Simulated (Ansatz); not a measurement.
Runs of Ansatz 0.2.0 on W. It takes space group Fm-3m (No. 225, cubic). The conventional cell has a = 4.060 Å, b = 4.060 Å, c = 4.060 Å, α = 90.00°, β = 90.00°, γ = 90.00°. Around W (site symmetry m-3m) lie 12 W at 2.87 Å. This isn't the form of W at room conditions, which is bcc.

```tsv
task	level	cell	k mesh	smearing	gap on the mesh (eV)	pressure (GPa)	relaxed volume (Å³/atom)
relaxation of cell and atoms	revPBE+D4	relaxed	11 × 11 × 11	fermi-dirac 0.05 eV	none	0.0	(a)
single point	PBE	as given	11 × 11 × 11	gaussian 0.028 eV	none	-4.9	-
single point	PBE	as given	11 × 11 × 11	gaussian 0.027 eV	none	-4.9	-
relaxation of cell and atoms	revPBE+D3(BJ)	relaxed	11 × 11 × 11	fermi-dirac 0.05 eV	none	0.0	15.92
relaxation of cell and atoms	BLYP+D3(BJ)	relaxed	11 × 11 × 11	fermi-dirac 0.05 eV	none	0.0	16.06
phonons	LDA	as given	8 × 8 × 8	fermi-dirac 0.05 eV	none	-	-
relaxation of cell and atoms	RPBE+D4	relaxed	11 × 11 × 11	fermi-dirac 0.05 eV	none	0.0	(b)
relaxation of cell and atoms	BLYP+D4	relaxed	11 × 11 × 11	fermi-dirac 0.05 eV	none	0.0	16.29
```

Alike in all rows: potentials or basis Ansatz PAW; no spin polarisation; cutoff (eV) 420.

Task: Estimate the missing entries.

Result: (a) 16.08; (b) 16.02.

Caveats: the PAW data sets come from PBE, with cores solved anew for the run's functional, which leaves a small shift of forces and pressure (some runs); the plane-wave basis is chosen anew once the cell has moved, so the energies of steps on either side of that aren't comparable (some runs); pairwise dispersion overbinds metals, which lowers pressure and volume (some runs).

A k mesh can miss the band edges, and the runs leave out spin-orbit coupling on W.

A gap of «none» marks a metal or a gap under the smearing width.
